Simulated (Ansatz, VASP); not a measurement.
## Two plane-wave programs on GaP

```
Ga P
1.0
     0.00000    2.75325    2.75325
     2.75325    0.00000    2.75325
     2.75325    2.75325    0.00000
Ga P
1 1
Direct
  0.00000 0.00000 0.00000
  0.75000 0.75000 0.75000
```

Alike in both runs: functional PBE; k mesh 8 × 8 × 8; occupations gaussian, width 0.02 eV; no spin polarisation.

Ansatz relaxed the structure, and its values are those at the end. VASP's run is a single point on that final structure, the one shown.

|  | VASP | Ansatz |
| --- | --- | --- |
| version | VASP 6.6.1 | Ansatz 0.2.0 |
| potentials or method | VASP PAW PBE potentials, release 64 (Ga_d, P) | scalar-relativistic, plane waves, PAW |
| plane-wave cutoff (eV) | 520 | 420 |
| valence electrons in the cell | 18 | 18 |

|  | VASP | Ansatz | Ansatz less VASP |
| --- | --- | --- | --- |
| gap on the k mesh at the Fermi level (eV) | 1.57 | 1.58 | +0.004 |
| least direct gap on the mesh (eV) | 1.57 | 1.58 | +0.004 |
| pressure (GPa) | 0.0 | 0.0 | +0.03 |

A k mesh can miss the band edges. PBE gaps usually lie below the measured ones, often by a third to a half.
